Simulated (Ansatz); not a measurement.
## Ti3Si in Ansatz: the effect of functional

Crystal: Ti3Si.

```xyz
4
Lattice="0.0000 3.1444 3.1444 3.1444 0.0000 3.1444 3.1444 3.1444 0.0000" Properties=species:S:1:pos:R:3 pbc="T T T"
Ti    0.0000    0.0000    0.0000
Ti    1.5722    1.5722    1.5722
Ti    4.7165    4.7165    4.7165
Si    3.1444    3.1444    3.1444
```

The cell comes from a database or a generator and needn't be the stable form of this composition.

Alike in all runs:

```yaml
Program: Ansatz 0.2.0
Task: band structure
Potentials_or_basis: Ansatz PAW
k_mesh: 4 × 4 × 4
Occupations: fermi-dirac, width 0.05 eV
Spin: no spin polarisation
```

**Question.** One run gave: pressure -1.9 GPa. Which functional did it use?
A. LDA
B. r2SCAN
C. PBEsol

**Answer.** B.

```tsv
functional	cutoff	pressure (GPa)
LDA	420 eV	-8.9
PBEsol	420 eV	-4.9
r2SCAN	500 eV	-1.9
```

Caveats: all runs use coarse meshes; the PAW data sets come from PBE, with cores solved anew for the run's functional, which leaves a small shift of forces and pressure.

Not every run made on this cell is shown here.
